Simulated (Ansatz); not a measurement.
A 2-atom cell of TlBr started from a crystallographic database, relaxed with r2SCAN+rVV10, was run in the PAW code Ansatz under altered settings. All numbers are computed, without spin polarisation but where a row says otherwise.

```
Tl Br
1.0
     3.94619    0.00000    0.00000
     0.00000    3.94619    0.00000
     0.00000    0.00000    3.94619
Tl Br
1 1
Cartesian
  0.0000 0.0000 0.0000
  1.9731 1.9731 1.9731
```

The base run's other keys:
```yaml
kpoints:
  mp_grid: { grid: [4, 4, 4] }
hamiltonian:
  xc: hse06
scf:
  occupations: { method: fixed }
  n_extra_bands: 4
```

It takes 11 iterations with 1213 plane waves at 420 eV and 10 k points, and leaves a mean stress of +1.72 GPa. The gap over this mesh is 2.462 eV.

Outcomes, with energy and stress as changes against the base:
```tsv
setting	outcome	ΔF (meV/atom)	Δ mean stress (GPa)	gap on the mesh (eV)	iterations
PBE hybrid, exx coeff 0.2, omega 0.5 1/Å	converged	–	+0.1	2.016	10
PBE hybrid, exx coeff 1.0, omega 0.5 1/Å	converged	–	-0.7	3.002	20
PBE hybrid, exx coeff 1.0, unscreened	converged	–	-1.3	7.381	20
scf.exx.q_mesh: [5, 5, 5]	refused	–	–	–	–
scf.convergence.dr2_threshold: 0.01	converged, warned	0.0	0.0	2.462	13
scf.occupations: gaussian 0.2	converged	0.0	0.0	2.462	11
```
A dash marks a value that wasn't obtained or can't be compared. Stress is positive in compression.

- PBE hybrid, exx coeff 0.2, omega 0.5 1/Å. That is 20 % exact exchange, screened with ω = 0.5 1/Å, against HSE06's 25 % screened at 0.208 1/Å. The mean stress moves by +0.1 GPa and the gap on the mesh by -0.446 eV (to 2.016). Totals of different functionals aren't comparable.
- PBE hybrid, exx coeff 1.0, omega 0.5 1/Å. That is 100 % exact exchange, screened with ω = 0.5 1/Å, against HSE06's 25 % screened at 0.208 1/Å. The mean stress moves by -0.7 GPa and the gap on the mesh by +0.540 eV (to 3.002). Totals of different functionals aren't comparable.
- PBE hybrid, exx coeff 1.0, unscreened. That is 100 % exact exchange, at all ranges, against HSE06's 25 % screened at 0.208 1/Å. The mean stress moves by -1.3 GPa and the gap on the mesh by +4.919 eV (to 7.381). Totals of different functionals aren't comparable.
- scf.exx.q_mesh: [5, 5, 5]. It is rejected at once. Error: invalid value for `scf.exx.q_mesh`: must divide elementwise kpoints.mp_grid.grid
- scf.convergence.dr2_threshold: 0.01. It converges in 13 iterations against the base's 11. Even so loose a threshold leaves the results unchanged here, which can't be counted on. Warned: force scf threshold loose.

Within 1 meV an atom, 0.1 GPa and 0.005 eV of the base stay: scf.convergence.dr2_threshold: 0.01; scf.occupations: gaussian 0.2.

Spin-orbit coupling is left out; in compounds of Pb, Bi, Tl or Hg it can lower a gap by up to about 1 eV, split its edges or invert the bands.

The meshes of the hybrids are coarse, so their gaps aren't converged to the digits shown.
